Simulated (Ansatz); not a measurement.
## How settings move the G0W0 gap of AlAs (F-43m)

A 2-atom cell of AlAs (F-43m) from a materials database, relaxed with r2SCAN; one-shot G0W0 in Ansatz without spin-orbit coupling. No spin polarisation and no zero-point or thermal motion.

```cif
data_structure
_symmetry_space_group_name_H-M 'F-43m'
_symmetry_Int_Tables_number 216
_cell_length_a 5.6778
_cell_length_b 5.6778
_cell_length_c 5.6778
_cell_angle_alpha 90.000
_cell_angle_beta 90.000
_cell_angle_gamma 90.000
_cell_volume 183.04
loop_
_atom_site_label
_atom_site_type_symbol
_atom_site_symmetry_multiplicity
_atom_site_Wyckoff_symbol
_atom_site_fract_x
_atom_site_fract_y
_atom_site_fract_z
_atom_site_occupancy
Al1 Al 4 a 0.00000 0.00000 0.00000 1
As1 As 4 c 0.25000 0.25000 0.25000 1
```

Gaps are read over the mesh points alone. G0W0 here is at a finite number of bands, screening cutoff and k mesh, not at the basis limit.
```tsv
start	potentials	frequency model	mesh	empty bands	screening cutoff (eV)	Kohn-Sham gap (eV)	G0W0 gap (eV)
PBE	PAW	contour deformation	6×6×6	136	120	1.46	2.09
PBE	PAW	contour deformation	6×6×6	339	220	1.46	2.18
PBE	PAW	contour deformation	6×6×6	622	300	1.46	2.21
HSE06	PAW	contour deformation	6×6×6	339	220	2.09	2.48
r2SCAN	PAW	contour deformation	6×6×6	339	220	1.81	2.35
PBE0	PAW	contour deformation	6×6×6	339	220	2.75	2.66
PBE	PAW	Godby-Needs pole	6×6×6	339	220	1.46	2.12
PBE	PAW	contour deformation	8×8×8	74	80	1.46	1.98
PBE	norm-conserving	contour deformation	6×6×6	339	220	1.45	2.19
```

G0W0 moves the gap on the mesh from 1.46 eV (PBE) to 2.21 eV (Γ to X). Renormalisation factors Z lie between 0.74 and 0.79.

Raising bands and cutoff together moves the gap by +0.09 eV (120 to 220 eV), then +0.03 eV (220 to 300 eV); the last step is small, which bounds nothing strictly. Starting from HSE06 (2.09 eV against PBE's 1.46 eV) gives 2.48 eV, +0.30 eV from G0W0@PBE at the same screening cutoff. Starting from r2SCAN (1.81 eV against PBE's 1.46 eV) gives 2.35 eV, +0.17 eV from G0W0@PBE at the same screening cutoff. Starting from PBE0 (2.75 eV against PBE's 1.46 eV) gives 2.66 eV, +0.48 eV from G0W0@PBE at the same screening cutoff. The Godby-Needs plasmon pole differs from contour deformation by -0.06 eV. Norm-conserving potentials (wave cutoff 1143 eV against 420 eV) shift the quasiparticle gap by +0.01 eV and the PBE gap by -0.01 eV. r2SCAN runs take a wave cutoff of 500 eV.
